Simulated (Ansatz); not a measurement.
# GaN (F-43m) in Ansatz: a series of runs

One crystal, GaN, is run at these levels: PBEsol+D3(BJ), m-r2SCAN, PBE; tasks: relaxation of cell and atoms, single point.

Program: Ansatz 0.2.0. These are calculated values, not measurements. Logs are shortened: lines on timing, memory, paths and dates and some standing lists are left out, and cuts for length are marked.

**What was measured.**

A printed reference work, textbook reports, for a bulk crystal of GaN at 0 K: band gap 3.299 eV (direct).

The results are compared with them further down.

## (1) The structure

Symmetry: F-43m, No. 216, cubic system. The conventional cell has a = 4.507 Å, b = 4.507 Å, c = 4.507 Å, α = 90.00°, β = 90.00°, γ = 90.00°. Ga (site symmetry -43m) is surrounded by 4 N at 1.95 Å. N (site symmetry -43m) is surrounded by 4 Ga at 1.95 Å.

The cell is a database's computed one.

## (2) Relaxation of cell and atoms, PBEsol+D3(BJ)

File input.yaml:

```yaml
crystal:
  lattice:
    - [0.0, 2.2535006075, 2.2535006075]
    - [2.2535006075, 0.0, 2.2535006075]
    - [2.2535006075, 2.2535006075, 0.0]
  atoms:
    - { symbol: Ga, position: [0.0, 0.0, 0.0] }
    - { symbol: "N", position: [0.25, 0.25, 0.25] }
hamiltonian:
  xc: pbesol
  pseudopotentials: { kind: paw }
  dispersion: d3bj
kpoints:
  mp_grid: { grid: [10, 10, 10] }
scf:
  occupations: { method: fermi_dirac, width: 0.05 }
output:
  forces: true
  stress: true
relax:
  f_tol: 0.01
  max_steps: 40
  cell: { stress_tol: 0.05 }
```

Potentials or basis: Ansatz PAW.

The run is started by

```
$ ansatz run input.yaml --threads 2 --pin off --max-ram 5120MiB --backend cpu --events-out ev --progress --plain --runs-dir out
```

The program printed:

```text
Warning: RAYON_NUM_THREADS=2 ignored (pool sized by the plan → 2); use --threads N
Engine: ansatz 0.2.0, x86_64-unknown-linux-gnu
Pseudopotentials: kind: paw
Pseudopotential: Ga, paw, valence charge 13, recommended cutoff 420 eV (normal), Ga.paw.azcp
Pseudopotential: N, paw, valence charge 5, recommended cutoff 420 eV (normal), N.paw.azcp
Functional definition: PBEsol
  exchange = pbesol_x
  correlation = pbesol_c
Crystal: 2 atoms, lattice volume = 22.888 Å³
Basis set: ecut = 420 eV, 459 PW (Γ), exchange–correlation on 48×48×48 points (8 copies of the dense FFT grid, shifted against one another)
Bands: 13, of which v1, the nominal top of the filled ones, is band 9 counted from 1 (8 counted from 0)
Symmetry: 24 space group operations
Space group: F-43m (ITA 216), of the structure as read, at distance tolerance 2.8e-5 Å
k-points: 47 of 1000 (time reversal used)
Non-local potential: Ga, projectors of the file, l = 0: 2, l = 1: 2, l = 2: 3, l = 3: 1
Non-local potential: N, projectors of the file, l = 0: 2, l = 1: 2, l = 2: 1
PAW form: soft (Blöchl's): semilocal exchange-correlation on the pseudo side does not see the compensation charge
PAW frozen core: Ga, regenerated for the run's functional, and the local potential with it (the file was generated under x = pbe(κ = 0.804, μ = 0.2195149727645171), c = pbe(β = 0.06672455060314922))
PAW frozen core: N, regenerated for the run's functional, and the local potential with it (the file was generated under x = pbe(κ = 0.804, μ = 0.2195149727645171), c = pbe(β = 0.06672455060314922))
PAW one-centre angular grid: Ga, 590 points (default); XC on 64 Gauss nodes
PAW one-centre angular grid: N, 110 points (default); XC on 64 Gauss nodes
Initial density: superposition of atomic densities (neutral atoms: chi_scale 0, normalization atom), corrected by the library's trained network
Initial wavefunctions: pseudopotential atomic-orbital guess
Functional: x = pbesol(κ = 0.804, μ = 0.12345679012345678), c = pbesol(β = 0.046)
SCF iter   1: F=—  HF=-4123.285019 eV  |F-HF|=—  |Δ(HF+E_count)|=         —  Δρ=1.23e-2  dr2=3.37e-2  ethr=1.77e-3  ⟨swp⟩=5.0  Hψ=3170  notcnv=0
preconditioner: auto → none  [insulator: Δε(μ)=1.570 eV  Ē_g=18.624 eV  σ=0.050 eV  W_gap=1.00  n_scr=8 (ndim 8)  ℏωp=32.9 eV  f_vac=0.001  D(μ)=0.00/eV (n_scr^D=0)  ε∞_Penn≈4.1]
SCF iter   2: F=—  HF=-4123.276585 eV  |F-HF|=—  |Δ(HF+E_count)|=   8.43e-3  Δρ=4.09e-3  dr2=4.34e-3  ethr=1.87e-4  ⟨swp⟩=2.0  Hψ=1166  notcnv=0
SCF iter   3: F=—  HF=-4123.275502 eV  |F-HF|=—  |Δ(HF+E_count)|=   1.08e-3  Δρ=1.03e-3  dr2=1.01e-4  ethr=2.41e-5  ⟨swp⟩=2.5  Hψ=1033  notcnv=0
SCF iter   4: F=—  HF=-4123.275417 eV  |F-HF|=—  |Δ(HF+E_count)|=   8.56e-5  Δρ=3.23e-4  dr2=7.99e-6  ethr=5.59e-7  ⟨swp⟩=2.1  Hψ=970  notcnv=0
SCF iter   5: F=—  HF=-4123.275418 eV  |F-HF|=—  |Δ(HF+E_count)|=   1.37e-6  Δρ=2.71e-5  dr2=1.16e-7  ethr=4.44e-8  ⟨swp⟩=2.1  Hψ=970  notcnv=0
SCF iter   6: F=-4123.275418 eV  HF=-4123.275418 eV  |F-HF|=5.35e-10  |Δ(HF+E_count)|=   1.86e-8  Δρ=3.85e-6  dr2=1.32e-9  ethr=5.56e-10  ⟨swp⟩=4.0  Hψ=1804  notcnv=0
SCF 1 converged in 6 iterations: F = -4123.275418 eV  dr2 = 1.32e-9
relax step   1: F+E_penalty+E_count = -4123.27541825 eV  Δ(F+E_penalty+E_count) = +0.000e0 eV  max|allowed force component| = 2.128e-16 eV/Å  Δτ_max = 0.0000 Å  P = -4.244 GPa  Ω = 22.888 Å³  (6 SCF iters, dr2 threshold 1.00e-7 eV, accepted)
Crystal: 2 atoms, lattice volume = 22.582 Å³
Initial density: handed on by an earlier stage of this run
Initial wavefunctions: those handed on with the density
iter 1 solved again at ethr=9.13e-6 eV; its pass at ethr=3.10e-3 eV (dr2=1.64e-3 eV) is discarded
SCF iter   1: F=—  HF=-4123.282588 eV  |F-HF|=—  |Δ(HF+E_count)|=         —  Δρ=2.56e-3  dr2=1.65e-3  ethr=9.13e-6  ⟨swp⟩=1.5  Hψ=3591  notcnv=0
preconditioner: auto → none  [insulator: Δε(μ)=1.770 eV  Ē_g=18.763 eV  σ=0.050 eV  W_gap=1.00  n_scr=8 (ndim 8)  ℏωp=33.2 eV  f_vac=0.000  D(μ)=0.00/eV (n_scr^D=0)  ε∞_Penn≈4.1]
SCF iter   2: F=—  HF=-4123.282197 eV  |F-HF|=—  |Δ(HF+E_count)|=   3.91e-4  Δρ=8.70e-4  dr2=2.18e-4  ethr=9.13e-6  ⟨swp⟩=1.8  Hψ=780  notcnv=0
SCF iter   3: F=—  HF=-4123.282152 eV  |F-HF|=—  |Δ(HF+E_count)|=   4.45e-5  Δρ=1.93e-4  dr2=4.38e-6  ethr=1.21e-6  ⟨swp⟩=2.4  Hψ=856  notcnv=0
SCF iter   4: F=—  HF=-4123.282148 eV  |F-HF|=—  |Δ(HF+E_count)|=   4.34e-6  Δρ=7.04e-5  dr2=5.38e-7  ethr=2.44e-8  ⟨swp⟩=2.1  Hψ=1009  notcnv=0
iter 5 did not close the SCF: its close was put off for the readings that it lacked (scf_convergence_deferred on its scf_iter line)
SCF iter   5: F=-4123.282148 eV  HF=-4123.282148 eV  |F-HF|=1.86e-9  |Δ(HF+E_count)|=   1.78e-7  Δρ=7.71e-6  dr2=7.24e-9  ethr=2.99e-9  ⟨swp⟩=2.0  Hψ=930  notcnv=0
SCF iter   6: F=-4123.282148 eV  HF=-4123.282148 eV  |F-HF|=3.82e-11  |Δ(HF+E_count)|=   3.19e-9  Δρ=5.85e-7  dr2=3.43e-11  ethr=4.02e-11  ⟨swp⟩=1.5  Hψ=1898  notcnv=0
SCF 2 converged in 6 iterations: F = -4123.282148 eV  dr2 = 3.43e-11
relax step   2: F+E_penalty+E_count = -4123.28214818 eV  Δ(F+E_penalty+E_count) = -6.730e-3 eV  max|allowed force component| = 4.163e-17 eV/Å  Δτ_max = 0.0000 Å  P = -1.730 GPa  Ω = 22.582 Å³  energy of the carried Pulay correction = +1.007e-3 eV  (6 SCF iters, dr2 threshold 2.00e-7 eV, accepted)
Crystal: 2 atoms, lattice volume = 22.377 Å³
Basis set: ecut = 420 eV, 411 PW (Γ), exchange–correlation on 48×48×48 points (8 copies of the dense FFT grid, shifted against one another)
iter 1 solved again at ethr=4.33e-6 eV; its pass at ethr=3.10e-3 eV (dr2=7.80e-4 eV) is discarded
SCF iter   1: F=—  HF=-4123.284119 eV  |F-HF|=—  |Δ(HF+E_count)|=         —  Δρ=1.77e-3  dr2=7.82e-4  ethr=4.33e-6  ⟨swp⟩=1.5  Hψ=3565  notcnv=0
[... 31 lines left out ...]
SCF iter   5: F=-4123.282486 eV  HF=-4123.282486 eV  |F-HF|=4.55e-12  |Δ(HF+E_count)|=  2.59e-10  Δρ=3.01e-7  dr2=5.11e-12  ethr=3.16e-12  ⟨swp⟩=2.3  Hψ=938  notcnv=0
SCF iter   6: F=-4123.282486 eV  HF=-4123.282486 eV  |F-HF|=9.09e-13  |Δ(HF+E_count)|=  6.37e-12  Δρ=1.59e-8  dr2=1.74e-14  ethr=1.00e-12  ⟨swp⟩=3.3  Hψ=2290  notcnv=0
SCF 5 converged in 6 iterations: F = -4123.282486 eV  dr2 = 1.74e-14
relax step   5: F+E_penalty+E_count = -4123.28248634 eV  Δ(F+E_penalty+E_count) = +1.402e-3 eV  max|allowed force component| = 3.354e-17 eV/Å  Δτ_max = 0.0000 Å  P = -0.094 GPa  Ω = 22.384 Å³  stress off target by 9.36e-2 GPa  SCF on the basis re-selected at this cell (its energy is not comparable with the rows above)  (6 SCF iters)
basis re-selected at this cell: Δ(F+E_penalty+E_count) = +1.402e-3 eV, ΔP = -0.094 GPa vs the last step (what re-selecting the basis moved, of the pressure what is left beyond the Pulay correction that the steps carried, after the strain that the cell walked since its last selection, with what the two solves' SCF thresholds leave and, on support functions, any second-order correction that the steps lacked; it is no measure of the basis error at this ecutwfc). This SCF's stress stands 9.36e-2 GPa from its target on what of the cell is left free (relax.cell.stress_tol is 5.00e-2 GPa) and its largest allowed force component is 3.35e-17 eV/Å (relax.f_tol is 1.00e-2 eV/Å): not within both, so this SCF does not close the relaxation
Crystal: 2 atoms, lattice volume = 22.373 Å³
iter 1 solved again at ethr=1.16e-8 eV; its pass at ethr=3.10e-3 eV (dr2=2.09e-6 eV) is discarded
SCF iter   1: F=—  HF=-4123.282524 eV  |F-HF|=—  |Δ(HF+E_count)|=         —  Δρ=9.14e-5  dr2=2.09e-6  ethr=1.16e-8  ⟨swp⟩=1.4  Hψ=3415  notcnv=0
preconditioner: auto → none  [insulator: Δε(μ)=1.808 eV  Ē_g=18.832 eV  σ=0.050 eV  W_gap=1.00  n_scr=8 (ndim 8)  ℏωp=33.3 eV  f_vac=0.000  D(μ)=0.00/eV (n_scr^D=0)  ε∞_Penn≈4.1]
SCF iter   2: F=—  HF=-4123.282524 eV  |F-HF|=—  |Δ(HF+E_count)|=   7.33e-7  Δρ=3.11e-5  dr2=2.74e-7  ethr=1.16e-8  ⟨swp⟩=1.8  Hψ=764  notcnv=0
iter 3 did not close the SCF: its close was put off for the readings that it lacked (scf_convergence_deferred on its scf_iter line)
SCF iter   3: F=-4123.282524 eV  HF=-4123.282524 eV  |F-HF|=1.04e-8  |Δ(HF+E_count)|=   5.72e-8  Δρ=6.59e-6  dr2=5.07e-9  ethr=1.52e-9  ⟨swp⟩=2.3  Hψ=850  notcnv=0
iter 4 did not close the SCF: its close was put off for the readings that it lacked (scf_convergence_deferred on its scf_iter line)
SCF iter   4: F=-4123.282524 eV  HF=-4123.282524 eV  |F-HF|=8.28e-11  |Δ(HF+E_count)|=   3.77e-9  Δρ=2.46e-6  dr2=6.50e-10  ethr=2.81e-11  ⟨swp⟩=2.0  Hψ=1009  notcnv=0
iter 5 did not close the SCF: its close was put off for the readings that it lacked (scf_convergence_deferred on its scf_iter line)
SCF iter   5: F=-4123.282524 eV  HF=-4123.282524 eV  |F-HF|=1.82e-12  |Δ(HF+E_count)|=  2.05e-10  Δρ=3.08e-7  dr2=1.17e-11  ethr=3.61e-12  ⟨swp⟩=2.0  Hψ=997  notcnv=0
SCF iter   6: F=-4123.282524 eV  HF=-4123.282524 eV  |F-HF|=9.09e-13  |Δ(HF+E_count)|=  6.37e-12  Δρ=2.28e-8  dr2=5.58e-14  ethr=1.00e-12  ⟨swp⟩=1.7  Hψ=1519  notcnv=0
SCF 6 converged in 6 iterations: F = -4123.282524 eV  dr2 = 5.58e-14
relax step   6: F+E_penalty+E_count = -4123.28252421 eV  Δ(F+E_penalty+E_count) = -3.787e-5 eV  max|allowed force component| = 2.313e-17 eV/Å  Δτ_max = 0.0000 Å  P = -0.001 GPa  Ω = 22.373 Å³  energy of the carried Pulay correction = +3.478e-5 eV  (6 SCF iters, dr2 threshold 2.19e-8 eV, accepted)
iter 1 solved again at ethr=1.79e-8 eV; its pass at ethr=3.10e-3 eV (dr2=3.22e-6 eV) is discarded
SCF iter   1: F=—  HF=-4123.282437 eV  |F-HF|=—  |Δ(HF+E_count)|=         —  Δρ=7.38e-6  dr2=1.92e-9  ethr=1.79e-8  ⟨swp⟩=3.1  Hψ=4939  notcnv=0
preconditioner: auto → none  [insulator: Δε(μ)=1.807 eV  Ē_g=18.832 eV  σ=0.050 eV  W_gap=1.00  n_scr=8 (ndim 8)  ℏωp=33.3 eV  f_vac=0.000  D(μ)=0.00/eV (n_scr^D=0)  ε∞_Penn≈4.1]
SCF iter   2: F=—  HF=-4123.282437 eV  |F-HF|=—  |Δ(HF+E_count)|=   8.35e-9  Δρ=3.61e-6  dr2=4.37e-10  ethr=1.07e-11  ⟨swp⟩=2.3  Hψ=1027  notcnv=0
SCF iter   3: F=—  HF=-4123.282437 eV  |F-HF|=—  |Δ(HF+E_count)|=  7.22e-10  Δρ=5.98e-7  dr2=2.27e-11  ethr=2.43e-12  ⟨swp⟩=2.0  Hψ=1034  notcnv=0
iter 4 did not close the SCF: its close was put off for the readings that it lacked (scf_convergence_deferred on its scf_iter line)
SCF iter   4: F=-4123.282437 eV  HF=-4123.282437 eV  |F-HF|=0.00e0  |Δ(HF+E_count)|=  1.46e-11  Δρ=1.93e-7  dr2=2.42e-12  ethr=1.00e-12  ⟨swp⟩=2.0  Hψ=844  notcnv=0
iter 5 did not close the SCF: its close was put off for the readings that it lacked (scf_convergence_deferred on its scf_iter line)
SCF iter   5: F=-4123.282437 eV  HF=-4123.282437 eV  |F-HF|=1.82e-12  |Δ(HF+E_count)|=  1.82e-12  Δρ=1.51e-8  dr2=1.75e-14  ethr=1.00e-12  ⟨swp⟩=1.0  Hψ=611  notcnv=0
iter 6 did not close the SCF: its close was put off for the readings that it lacked (scf_convergence_deferred on its scf_iter line)
SCF iter   6: F=-4123.282437 eV  HF=-4123.282437 eV  |F-HF|=9.09e-13  |Δ(HF+E_count)|=  9.09e-13  Δρ=4.47e-9  dr2=1.12e-15  ethr=1.00e-12  ⟨swp⟩=1.0  Hψ=611  notcnv=0
iter 7 did not close the SCF: its close was put off for the readings that it lacked (scf_convergence_deferred on its scf_iter line)
SCF iter   7: F=-4123.282437 eV  HF=-4123.282437 eV  |F-HF|=9.09e-13  |Δ(HF+E_count)|=  9.09e-13  Δρ=4.10e-10  dr2=2.00e-17  ethr=1.00e-12  ⟨swp⟩=1.0  Hψ=611  notcnv=0
SCF iter   8: F=-4123.282437 eV  HF=-4123.282437 eV  |F-HF|=9.09e-13  |Δ(HF+E_count)|=    0.00e0  Δρ=1.13e-10  dr2=2.02e-18  ethr=1.00e-12  ⟨swp⟩=1.7  Hψ=1508  notcnv=0
SCF 7 converged in 8 iterations: F = -4123.282437 eV  dr2 = 2.02e-18
relax step   7: F+E_penalty+E_count = -4123.28243682 eV  Δ(F+E_penalty+E_count) = +8.739e-5 eV  max|allowed force component| = 2.313e-17 eV/Å  Δτ_max = 0.0000 Å  P = -0.002 GPa  Ω = 22.373 Å³  stress off target by 1.95e-3 GPa  SCF on the basis re-selected at this cell (its energy is not comparable with the rows above)  (8 SCF iters)
basis re-selected at this cell: Δ(F+E_penalty+E_count) = +8.739e-5 eV, ΔP = -0.001 GPa vs the last step (what re-selecting the basis moved, of the pressure what is left beyond the Pulay correction that the steps carried, after the strain that the cell walked since its last selection, with what the two solves' SCF thresholds leave and, on support functions, any second-order correction that the steps lacked; it is no measure of the basis error at this ecutwfc). This SCF's stress stands 1.95e-3 GPa from its target on what of the cell is left free (relax.cell.stress_tol is 5.00e-2 GPa) and its largest allowed force component is 2.31e-17 eV/Å (relax.f_tol is 1.00e-2 eV/Å): within both
SCF converged after 8 iterations
Free energy (F): -4123.282437 eV
Harris-Foulkes:  -4123.282437 eV  (|F-HF|=9.09e-13)
Internal energy: -4123.282437 eV  (E = F + TS)
E sigma→0 (E₀):  -4123.282437 eV
Fermi energy:    10.808149 eV
--- Per-component energies (eV) ---
  E_band       = -2.661539
  E_kinetic    = 247.392115
  E_local      = -1932.063732  (includes V_loc(G=0)·N_el)
  E_nonlocal   = 475.485553
  E_hartree    = 888.781206
  E_xc         = -127.982294
  E_vxc        = -134.237747  (∫ρ·V_xc dr)
  E_paw        = -2075.827871  (= ΣΔE_a)
  E_vpaw       = -436.800175  (= ΣTr[D̂ρ^β])
  E_aug_tail   = 0.000034  (compensation charges beyond the density's cutoff)
  E_ewald      = -1599.507375
  E_disp       = -0.451150  (pairwise vdW)
  E_core_change = 0.891077  (= ΣΔE_core)
  E_smearing   = -0.000000  (= −TS)
  E_closure    = -0.000000  (closes the sum)
  Σ components = -4123.282437   (vs F -4123.282437, Δ=0.00e0)
--- Forces (eV/Å), atoms counted from 1 ---
  atom   1  Ga     0.00000000     0.00000000     0.00000000
  atom   2  N      0.00000000    -0.00000000     0.00000000
  max |Σ_I F_I| component: 6.48e-17 eV/Å
--- Stress (GPa, compression-positive) ---
       -0.001951      -0.000000      -0.000000
       -0.000000      -0.001951       0.000000
        0.000000       0.000000      -0.001951
  P = ⅓ Tr σ = -0.0020 GPa (-0.020 kbar)
--- Relaxed structure (5 steps of the walk, 5 accepted, 2 SCFs on fresh bases) ---
  F+E_penalty+E_count = -4123.28243682 eV   max|allowed force component| = 2.313e-17 eV/Å   (the final SCF, on the basis selected at the relaxed cell)
  cell:  # Å, volume = 22.3734 Å³
    - [-4.71198845318638e-34, 2.236492115806762, 2.236492115806762]
    - [2.236492115806762, 6.1231705902199265e-34, 2.236492115806762]
    - [2.236492115806762, 2.236492115806762, 7.381090550519373e-34]
  atoms:
    - { symbol: Ga, position: [-2.4036727350157153e-34, 3.9705112585815145e-34, 2.0119631041242655e-34] }
    - { symbol: N, position: [0.25, 0.25, 0.25] }
```

Wall time 6.6 s (2 threads of Intel Xeon Platinum 8375C at 2.90GHz (Ice Lake), shared host); peak memory 0.37 GiB.

What came out:

```
Free energy                            : -4123.2824 eV
Relaxed volume                         : 11.19 Å³/atom
Relaxed cell                           : a = 3.163 Å, b = 3.163 Å, c = 3.163 Å, α = 60.00°, β = 60.00°, γ = 60.00°
Space group after relaxing (to 0.05 Å) : F-43m (No. 216)
Energy gained by relaxing              : 3.5 meV/atom
Ionic steps                            : 7
Pressure after relaxing                : 0.0 GPa
Band gap on the k mesh                 : 1.81 eV
```

Step by step:
| step | energy change (eV) | largest force (eV/Å) | volume (Å³) |
| --- | --- | --- | --- |
| 1 | 0.0000 | 0.0000 | 22.89 |
| 2 | -0.0067 | 0.0000 | 22.58 |
| 3 | -0.0085 | 0.0000 | 22.38 |
| 4 | -0.0085 | 0.0000 | 22.38 |
| 5 | -0.0071 | 0.0000 | 22.38 |
| 6 | -0.0071 | 0.0000 | 22.37 |
| 7 | -0.0070 | 0.0000 | 22.37 |

Final structure:
```yaml
crystal:
  lattice:
    - [0.00000, 2.23649, 2.23649]
    - [2.23649, 0.00000, 2.23649]
    - [2.23649, 2.23649, 0.00000]
  atoms:
    - { symbol: Ga, position: [0.00000, 0.00000, 0.00000] }
    - { symbol: N, position: [0.25000, 0.25000, 0.25000] }
```

Caveat: the plane-wave basis is chosen anew once the cell has moved, so the energies of steps on either side of that aren't comparable; the pressure holds a Pulay correction of +0.5 GPa for the finite cutoff; the PAW data sets come from PBE, with cores solved anew for the run's functional, which leaves a small shift of forces and pressure.

(Part 1 of 2 ends here.)
